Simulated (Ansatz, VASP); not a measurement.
**One calculation of Al, two programs**

```
Al
1.0
     0.00000    2.02398    1.99362
     2.02398    0.00000    1.99362
     2.02398    2.02398    0.00000
Al
1
Direct
  0.00000 0.00000 0.00000
```

Change from the starting cell: strain +0.000 along x and y, -0.015 along z, atoms carried along.

Alike in both runs: task single point; functional PBE; dispersion D3(BJ); k mesh 20 × 20 × 20; occupations gaussian, width 0.15 eV; no spin polarisation.

```csv
,VASP,Ansatz
version,VASP 6.6.1,Ansatz 0.2.0
potentials or method,"VASP PAW PBE potentials, release 64 (Al)","scalar-relativistic, plane waves, PAW"
plane-wave cutoff (eV),520,420
valence electrons in the cell,3,3
```

```csv
,VASP,Ansatz,Ansatz less VASP
gap on the k mesh at the Fermi level (eV),none,none,-
pressure (GPa),-2.7,-2.7,+0.04
largest component of the traceless stress (GPa),0.14,0.14,+0.004
```

A gap of «none» marks a metal or a gap that the smearing closes.

Caveats: pairwise dispersion overbinds metals, which lowers pressure and volume.
